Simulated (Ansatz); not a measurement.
# AlGaN2: straining the crystal, biaxial strain in the a-b plane

How does AlGaN2 answer biaxial strain in the a-b plane between -6 and +6 %? At each strain the length and tilt of c and the atoms relax, within the symmetry that is left.

Method: DFT r2SCAN, scalar-relativistic, plane waves, PAW, in Ansatz 0.2.0.

2 further runs of the same task are left out: 2 set aside as unsound or not needed.

### 1 Starting point

Symmetry: P-4m2, No. 115, tetragonal system. The conventional cell has a = 3.139 Å, b = 3.139 Å, c = 4.422 Å, α = 90.00°, β = 90.00°, γ = 90.00°. Al (site symmetry -4m2) is surrounded by 4 N at 1.89 Å. Ga (site symmetry -4m2) has 4 N at 1.95 Å in its first shell of neighbours. N (site symmetry 2mm) is surrounded by 2 Al at 1.89 Å and 2 Ga at 1.95 Å.

Structure file:

```cif
data_structure
_symmetry_space_group_name_H-M 'P-4m2'
_symmetry_Int_Tables_number 115
_cell_length_a 3.1385
_cell_length_b 3.1385
_cell_length_c 4.4224
_cell_angle_alpha 90.000
_cell_angle_beta 90.000
_cell_angle_gamma 90.000
_cell_volume 43.56
loop_
_atom_site_label
_atom_site_type_symbol
_atom_site_symmetry_multiplicity
_atom_site_Wyckoff_symbol
_atom_site_fract_x
_atom_site_fract_y
_atom_site_fract_z
_atom_site_occupancy
Al1 Al 1 c 0.50000 0.50000 0.50000 1
Ga1 Ga 1 a 0.00000 0.00000 0.00000 1
N1 N 2 g 0.50000 0.00000 0.73908 1
```

It goes back to an entry of the Materials Project, which need not be the stable form.

This cell was relaxed beforehand with the same method: volume 10.89 Å³/atom, gap on the mesh 3.37 eV.

The unstrained cell was computed beforehand with the same settings: E(σ→0) = -5104.8080 eV for 4 atoms, gap 3.37 eV over the zone.

### 2 The cell strained by -2.0 %

File input.yaml:

```yaml
crystal:
  lattice:
    - [3.0757558967, 0.0, 0.0]
    - [0.0, 3.0757558967, 0.0]
    - [0.0, 0.0, 4.4754250206]
  atoms:
    - { symbol: Al, position: [0.5, 0.5, 0.5] }
    - { symbol: Ga, position: [0.0, 0.0, 0.0] }
    - { symbol: "N", position: [0.5, 0.0, 0.7390831718] }
    - { symbol: "N", position: [0.0, 0.5, 0.2609168282] }
basis:
  ecutwfc: 500
kpoints:
  mp_grid: { grid: [8, 8, 6] }
hamiltonian:
  xc: r2scan
scf:
  occupations: { method: gaussian, width: 0.02 }
output:
  forces: true
  stress: true
  eigenvalues: true
  write_density: true
  write_potential: true
  elf: true
  volumetric_format: npy
relax:
  adjacent_minimum: "off"
  f_tol: 0.008
  max_steps: 40
  cell: { stress_tol: 0.015, fix: [a, b, gamma] }
```

Launch:

```bash
ansatz run input.yaml --threads 1 --pin off --max-ram 2560MiB --backend cpu --events-out ev --progress --plain --runs-dir out
```

Further runs follow: the gap over the whole zone at -2.0 %; At +2.0 %; the gap over the whole zone at +2.0 %; the cell strained by -4.0 %; seeking the band edges at -4.0 %; At +4.0 %; seeking the band edges at +4.0 %; the cell strained by -6.0 %; the gap over the whole zone at -6.0 %; the cell strained by +6.0 %; band edges over the zone at +6.0 %.

Q: Predict the outcome of this session. Wanted: (1/V) d²E/dε² at zero strain, cubic fit; strain of the free axis c per applied strain; gap shift, negative and positive side.

**Answer**, as computed:

```
                                    quantity                    value
                         largest energy cost  82.2 meV/atom at -6.0 %
     (1/V) d²E/dε² at zero strain, cubic fit                  582 GPa
strain of the free axis c per applied strain                    -1.08
       gap shift, negative and positive side       -44, -45 meV per %
```

What this shows: From the curvature follows twice the biaxial modulus: 582 GPa. Compression by 6 % costs 82.2 meV/atom and stretching 60.1. The free axis c moves against the applied strain (factor -1.08). The gap runs from 3.48 eV at -6.0 % through 3.37 to 2.87 eV at +6.0 %, and changes between direct and indirect on the way.
